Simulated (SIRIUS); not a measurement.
**Cu: changing the Hubbard U on Cu d**

It takes space group Fm-3m (No. 225, cubic). Conventional cell: a = 3.615 Å, b = 3.615 Å, c = 3.615 Å, α = 90.00°, β = 90.00°, γ = 90.00°. Cu (site symmetry m-3m) is surrounded by 12 Cu at 2.56 Å.

Kept alike: task single point; functional PBE; k mesh 13 × 13 × 13; occupations fermi-dirac, width 0.05 eV; no spin polarisation. Program: SIRIUS, PseudoDojo 0.4.1 PBE standard (scalar relativistic), cutoff 1254 eV. The mesh is that of the run's cell of 1 atom. No spin-orbit coupling.

| Hubbard U on Cu d, U (eV) | pressure (GPa) |
| --- | --- |
| 0 | 1.46 |
| 2 | 2.30 |
| 4 | 3.32 |
| 6 | 4.44 |
| 8 | 5.59 |

Pressure is positive in compression; the values hold the error of the finite cutoff, so their zero can differ a little from the energy's minimum. U acts here on a shell without spin polarisation. For a metal such a mesh leaves the last digits unconverged. How U acts hangs on the program's projectors.

**Question.** What does the Hubbard U on Cu d change here?

**Answer.** The pressure rises from 1.46 to 5.59 GPa between 0 and 8 eV. U localises the shell and weakens its bonds, so the cell pushes outwards.
